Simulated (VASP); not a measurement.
Here is a VASP 6.6.1 calculation.

INCAR

```
SYSTEM = MgO
PREC = Accurate ; ENCUT = 580
EDIFF = 1E-7 ; ISMEAR = 0
SIGMA = 0.02 ; LREAL = .False.
LASPH = .True. ; NELM = 60
ALGO = Normal ; ISIF = 3
LWAVE = .False. ; LCHARG = .False.
GGA = PS ; IBRION = 2
NSW = 90 ; EDIFFG = -0.005
```

File KPOINTS:

```
Automatic mesh
0
Gamma
  9 9 6
  0 0 0
```

Contents of POSCAR:

```
MgO
1.0
    3.3077869900      0.0000000000      0.0000000000
   -1.6538934900      2.8646275600      0.0000000000
    0.0000000000      0.0000000000      4.9828816700
Mg O
2 2
Direct
    0.3333333300      0.6666666700      0.0021597400
    0.6666666700      0.3333333300      0.5021597400
    0.3333333300      0.6666666700      0.4024402600
    0.6666666700      0.3333333300      0.9024402600
```

Potentials or basis: VASP PAW PBE potentials, release 64 (Mg, O).

The run is started by

```sh
$ cat potpaw_PBE.64/Mg/POTCAR potpaw_PBE.64/O/POTCAR > POTCAR
$ mpirun -np 1 vasp_std > vasp.out
```

Task: Predict the band gap on the k mesh.

Result: 3.37 eV, direct.

Task: Estimate the relaxed volume.

Result: 11.82 Å³/atom.

Task: Predict the relaxed cell.

Result: a = 3.301 Å, b = 3.301 Å, c = 5.010 Å, α = 90.00°, β = 90.00°, γ = 120.00°.

Step by step:
```tsv
step	energy change (eV)	largest force (eV/Å)	pressure (GPa)	volume (Å³)
1	0.0000	0.0098	-0.04	47.22
2	0.0000	0.0051	0.02	47.20
3	0.0000	0.0015	0.07	47.18
4	0.0000	0.0014	0.06	47.18
5	-0.0001	0.0010	0.05	47.20
6	-0.0001	0.0002	0.03	47.22
7	-0.0002	0.0024	-0.02	47.28
```

Caveat: the PAW data sets were made with another functional, which shifts forces and pressure a little; an odd mesh through Γ misses points on the zone boundary, where band edges often lie.
